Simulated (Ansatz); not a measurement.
## In2O3 (A-La2O3 type): zone-centre phonons and dielectric response

Perturbation theory with PBEsol in the plane-wave code Ansatz on the PBEsol cell, ground state and force constants on a 9×9×4 mesh. These are computed values for a spin-unpolarised cell that may be hypothetical; none is a measurement.

The symmetry is P-3m1 (No. 164, trigonal); conventional cell a = 3.419 Å, c = 6.097 Å, 12.34 Å³ an atom. Around In lie 7 O at 2.09–2.54 Å; around O lie 6 In at 2.44 Å; around O lie 4 In at 2.09–2.54 Å.

```cif
data_structure
_symmetry_space_group_name_H-M 'P-3m1'
_symmetry_Int_Tables_number 164
_cell_length_a 3.4186
_cell_length_b 3.4186
_cell_length_c 6.0966
_cell_angle_alpha 90.000
_cell_angle_beta 90.000
_cell_angle_gamma 120.000
_cell_volume 61.70
loop_
_atom_site_label
_atom_site_type_symbol
_atom_site_symmetry_multiplicity
_atom_site_Wyckoff_symbol
_atom_site_fract_x
_atom_site_fract_y
_atom_site_fract_z
_atom_site_occupancy
In1 In 2 d 0.33333 0.66667 0.23617 1
O1 O 1 a 0.00000 0.00000 0.00000 1
O2 O 2 d 0.33333 0.66667 0.65340 1
```

Optical modes without the longitudinal term:
```csv
ω (cm⁻¹),degeneracy,"IR intensity, summed over the level ((D/Å)²/amu)"
100,2,0.00
123,2,23.73
153,1,25.52
161,1,0.00
442,1,0.03
460,1,0.00
484,2,33.07
515,2,0.00
```

The zone-centre optical frequencies run from 100 to 515 cm⁻¹, none imaginary (the rest of the zone wasn't tested). With the long-range field the highest mode reaches 598 cm⁻¹. The program warns that the force constants, and all that is formed from them, aren't settled on this k mesh. Of the real levels 4 are infrared active, the strongest at 484 cm⁻¹.

The clamped-ion dielectric constant comes out as 5.82 along x and y, 6.23 along z. With the ions relaxed, ε⁰ is 35.6 along x and y, 43.8 along z. Born charges, averaged over directions: In +3.43, O -2.49 to -2.19 e. The program notes that the ground state's band table doesn't vouch for all the bands that the response reads.

For comparison, on the r2SCAN cell the mean ε∞ is 4.98 with r2SCAN (ground state on 9×9×4; least gap 1.30 eV), 5.76 with PBE.

Spin-orbit coupling is left out, which matters wherever the heavy atoms make up the band edges.
